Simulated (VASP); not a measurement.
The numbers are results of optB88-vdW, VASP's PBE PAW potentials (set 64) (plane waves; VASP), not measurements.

The input files of a VASP run:

File KPOINTS:
```
Automatic mesh
0
Gamma
12 12 1
0 0 0
```

INCAR:
```
SYSTEM = Sb2Te3 monolayer
PREC = Normal
ENCUT = 400
EDIFF = 1E-6
NELM = 100
ALGO = Normal
LREAL = .FALSE.
LASPH = .TRUE.
ISMEAR = 0
SIGMA = 0.05
GGA = BO
PARAM1 = 0.1833333333
PARAM2 = 0.22
LUSE_VDW = .TRUE.
AGGAC = 0.0
LMAXMIX = 4
LWAVE = .FALSE.
LCHARG = .FALSE.
NELMIN = 4
LVHAR = .TRUE.
LORBIT = 11
```

File POSCAR:
```
Sb2Te3 monolayer
1
    4.3108136537     0.0000000000    -0.0000000000
   -2.1554068269     3.7332739370     0.0000000000
   -0.0000000000     0.0000000000    23.9563194018
Sb Te
2 3
Direct
  0.3333330000   0.6666670000   0.4154221234
  0.0000000000   0.0000000000   0.5845778766
  0.0000000000   1.0000000000   0.3435163299
  0.6666670000   0.3333330000   0.5000000000
  0.3333330000   0.6666670000   0.6564836701
```

POTCAR, in this order: Sb Te (PBE.64 set). Program: vasp_std. Read from the step before: WAVECAR.

The resulting files:

OSZICAR:
```
       N       E                     dE             d eps       ncg     rms          rms(c)
DAV:   1    -0.823349770583E+01   -0.82335E+01   -0.14963E-03   846   0.649E-01    0.336E-03
DAV:   2    -0.823348766328E+01    0.10043E-04   -0.97873E-06   646   0.132E-02    0.165E-03
DAV:   3    -0.823349564599E+01   -0.79827E-05   -0.34776E-06   640   0.108E-02    0.478E-04
DAV:   4    -0.823349610780E+01   -0.46181E-06   -0.12735E-06   608   0.726E-03
   1 F= -.82334961E+01 E0= -.82334961E+01  d E =-.161162E-10
```

### OUTCAR
```
------------------------ aborting loop because EDIFF is reached ----------------------------------------
  FORCE on cell =-STRESS in cart. coord.  units (eV):
  Direction    XX          YY          ZZ          XY          YZ          ZX
  --------------------------------------------------------------------------------------
  Total       -0.0871607     -0.0871607     -0.1912718      0.0000000      0.0000000     -0.0000000
  in kB       -0.3622113     -0.3622113     -0.7948629      0.0000000      0.0000000     -0.0000000
  external PRESSURE =      -0.5064285 kB  Pullay stress =       0.0000000 kB
  volume of cell :      385.54
      direct lattice vectors                 reciprocal lattice vectors
     4.310813654  0.000000000  0.000000000     0.231974769  0.133930702  0.000000000
    -2.155406827  3.733273937  0.000000000     0.000000000  0.267861404  0.000000000
     0.000000000  0.000000000 23.956319402     0.000000000  0.000000000  0.041742639
 POSITION                                       TOTAL-FORCE (eV/Angst)
 -----------------------------------------------------------------------------------
     -0.00000      2.48885      9.95199        -0.000000      0.000000      0.011427
      0.00000      0.00000     14.00433         0.000000     -0.000000     -0.011427
      0.00000      0.00000      8.22939        -0.000000      0.000000      0.015557
      2.15541      1.24442     11.97816         0.000000      0.000000     -0.000000
     -0.00000      2.48885     15.72693        -0.000000     -0.000000     -0.015557
 -----------------------------------------------------------------------------------
    total drift:                                0.000390     -0.000243      0.000311
  FREE ENERGIE OF THE ION-ELECTRON SYSTEM (eV)
  ---------------------------------------------------
  free  energy   TOTEN  =        -8.2334961078 eV

  energy  without entropy=       -8.2334961078  energy(sigma->0) =       -8.23349611

 total charge

# of ion       s       p       d       tot
------------------------------------------
    1        1.311   0.956   0.047   2.314
    2        1.311   0.956   0.047   2.314
    3        1.403   1.917   0.021   3.340
    4        1.393   1.957   0.026   3.376
    5        1.403   1.917   0.021   3.340
--------------------------------------------------
tot          6.820   7.703   0.161  14.684
```
(Selected blocks of OUTCAR.)

The cell is a sheet with vacuum, built from Sb2Te3 (tetradymite).
